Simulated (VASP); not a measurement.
Wanted: the native input for a VASP 6.6.1 run.

* Task: density of states
* Functional: LDA
* Potentials or basis: VASP PAW LDA potentials, release 64 (W_sv, S)
* Cutoff: 520 eV
* k mesh: 10 × 10 × 2
* Occupations: gaussian, width 0.02 eV
* Spin: no spin polarisation
* k mesh for the DOS: 15 × 15 × 3
* Occupations for the DOS: tetrahedron
* Further INCAR settings: ALGO = Fast; EDIFF = 1e-06; NBANDS = 20

Slab: WS2, a slab with vacuum.

```
W S
1.0
     3.18352    0.00000    0.00000
    -1.59176    2.75701    0.00000
     0.00000    0.00000   16.95058
W S
1 2
Cartesian
  0.0000 0.0000 0.0000
  0.0000 1.8380 1.5595
  0.0000 1.8380 15.3911
```

One way to write it, as run:

POSCAR

```
WS2
1.0
    3.1835163552      0.0000000000      0.0000000000
   -1.5917581776      2.7570060369      0.0000000000
    0.0000000000      0.0000000000     16.9505778900
W S
1 2
Direct
    0.0000000000      0.0000000000      0.0000000000
    0.3333333333      0.6666666667      0.0920005100
    0.3333333333      0.6666666667      0.9079994900
```

INCAR.step1

```
SYSTEM = WS2
ALGO     = Fast           ! electronic algorithm
EDIFF    = 1E-6           ! SCF threshold, eV
ENCUT    = 520            ! plane-wave cutoff, eV
ISIF     = 2              ! what is computed and relaxed
ISMEAR   = 0              ! smearing method
LASPH    = .TRUE.         ! aspherical terms in the spheres
LCHARG   = .TRUE.         ! write CHGCAR
LMAXMIX  = 4              ! l up to which the mixer works
LREAL    = .FALSE.        ! projectors in reciprocal space
LWAVE    = .FALSE.        ! write WAVECAR
NBANDS   = 20             ! bands
NELM     = 60             ! most SCF steps
PREC     = Accurate       ! precision mode
SIGMA    = 0.02           ! smearing width, eV
```

KPOINTS.step1

```
k-points
0
G
  10 10 2
  0 0 0
```

INCAR.step2

```
SYSTEM = WS2
ALGO     = Fast           ! electronic algorithm
EDIFF    = 1E-6           ! SCF threshold, eV
ENCUT    = 520            ! plane-wave cutoff, eV
ICHARG   = 11             ! starting density
ISIF     = 2              ! what is computed and relaxed
ISMEAR   = -5             ! smearing method
LASPH    = .TRUE.         ! aspherical terms in the spheres
LCHARG   = .FALSE.        ! write CHGCAR
LMAXMIX  = 4              ! l up to which the mixer works
LORBIT   = 11             ! projections on sites
LREAL    = .FALSE.        ! projectors in reciprocal space
LWAVE    = .FALSE.        ! write WAVECAR
NBANDS   = 20             ! bands
NEDOS    = 2001           ! points of the DOS
NELM     = 60             ! most SCF steps
PREC     = Accurate       ! precision mode
SIGMA    = 0.02           ! smearing width, eV
```

KPOINTS.step2

```
k-points
0
G
  15 15 3
  0 0 0
```

Potentials or basis: VASP PAW LDA potentials, release 64 (W_sv, S).

Run with:

```bash
$ cat potpaw_LDA.64/W_sv/POTCAR potpaw_LDA.64/S/POTCAR > POTCAR
$ cp INCAR.step1 INCAR
$ cp KPOINTS.step1 KPOINTS
$ mpirun -np 1 vasp_std > vasp.out
$ cp INCAR.step2 INCAR
$ cp KPOINTS.step2 KPOINTS
$ mpirun -np 1 vasp_std > vasp.out
```

Results of the run:

```
Valence electrons inside the program's atomic spheres : W 12.06; S 3.71
```

Run time: 2.6 min on 1 thread of Intel(R) Xeon(R) Platinum 8488C (Sapphire Rapids), on a shared host, peak memory 0.29 GiB.
